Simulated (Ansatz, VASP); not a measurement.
BAs in VASP and in Ansatz

```
CELL_PARAMETERS angstrom
0.00000 2.29296 2.19742
2.29296 0.00000 2.19742
2.29296 2.29296 0.00000
ATOMIC_POSITIONS crystal
B 0.00000 0.00000 0.00000
As 0.75000 0.75000 0.75000
```

Change from the starting cell: strain -0.040 along x and y, -0.080 along z, atoms carried along.

Alike in both runs: task single point; functional LDA; k mesh 10 × 10 × 10; occupations gaussian, width 0.05 eV; no spin polarisation.

|  | VASP | Ansatz |
| --- | --- | --- |
| version | VASP 6.6.1 | Ansatz 0.2.0 |
| potentials or method | VASP PAW LDA potentials, release 64 (B, As) | scalar-relativistic, plane waves, PAW |
| plane-wave cutoff (eV) | 520 | 420 |
| valence electrons in the cell | 8 | 18 |

```csv
,VASP,Ansatz,Ansatz less VASP
gap on the k mesh at the Fermi level (eV),0.27,0.28,+0.009
least direct gap on the mesh (eV),3.03,3.03,-0.001
pressure (GPa),28.1,26.4,-1.74
largest component of the traceless stress (GPa),6.12,6.19,+0.072
```

The two sets of potentials don't hold the same shells in valence.

Caveats: so large a pressure means that the cell lies far from this level's equilibrium, or that cutoff or potentials fall short (VASP).
